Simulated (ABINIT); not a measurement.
RbBr:

```
Rb Br
1.0
     0.00000    3.42700    3.42700
     3.42700    0.00000    3.42700
     3.42700    3.42700    0.00000
Rb Br
1 1
Direct
  0.00000 0.00000 0.00000
  0.50000 0.50000 0.50000
```

Base run:

* Program: ABINIT 10.8.3 (patched build)
* Functional: r2SCAN
* Potentials or basis: Ansatz NC r2SCAN
* Cutoff: 1007 eV
* k mesh: 7 × 7 × 7
* Occupations: fermi-dirac, width 0.05 eV
* Spin: no spin polarisation

Its results: band gap on the k mesh 4.97 eV, direct; pressure 0.5 GPa.

Question: The run is repeated on the same cell with these changes: potentials or basis from Ansatz NC r2SCAN to SG15 NC PBE v1.2; cutoff from 1007 eV to 490 eV. What comes out?

Answer: Band gap on the k mesh 4.84 eV, direct; pressure 0.5 GPa.

Caveats: an odd mesh through Γ misses points on the zone boundary, where band edges often lie; the potentials were made for another functional, which shifts forces and pressure (some runs).
